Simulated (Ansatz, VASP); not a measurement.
PtS2: VASP beside Ansatz

```
Pt S
1.0
     3.54320    0.00000    0.00000
    -1.77160    3.06850    0.00000
     0.00000    0.00000    5.16477
Pt S
1 2
Direct
  0.00000 0.00000 0.00000
  0.33333 0.66667 0.25000
  0.66667 0.33333 0.75000
```

Change from the starting cell: strain +0.000 along x and y, +0.025 along z, atoms carried along.

Alike in both runs: task single point; functional PBEsol; k mesh 12 × 12 × 8; occupations gaussian, width 0.05 eV; no spin polarisation.

|  | VASP | Ansatz |
| --- | --- | --- |
| version | VASP 6.6.1 | Ansatz 0.2.0 |
| potentials or method | VASP PAW PBE potentials, release 64 (Pt, S) | scalar-relativistic, plane waves, PAW |
| plane-wave cutoff (eV) | 520 | 420 |
| valence electrons in the cell | 22 | 30 |

```csv
,VASP,Ansatz,Ansatz less VASP
gap on the k mesh at the Fermi level (eV),0.55,0.55,0.000
least direct gap on the mesh (eV),0.77,0.76,-0.010
pressure (GPa),-5.5,-5.2,+0.26
largest component of the traceless stress (GPa),1.91,2.01,+0.094
rms of the force components (eV/Å),0.447,0.435,-0.0113
```

Atom by atom the forces differ by 0.011 eV/Å (rms over components). The two sets of potentials don't hold the same shells in valence.

Caveats: the PAW data sets were made with another functional, which shifts forces and pressure a little (VASP); spin-orbit coupling is left out, which moves the levels of the heavy elements; the cell's inner coordinates are idealised or old, which leaves forces on the atoms. A k mesh can miss the band edges.
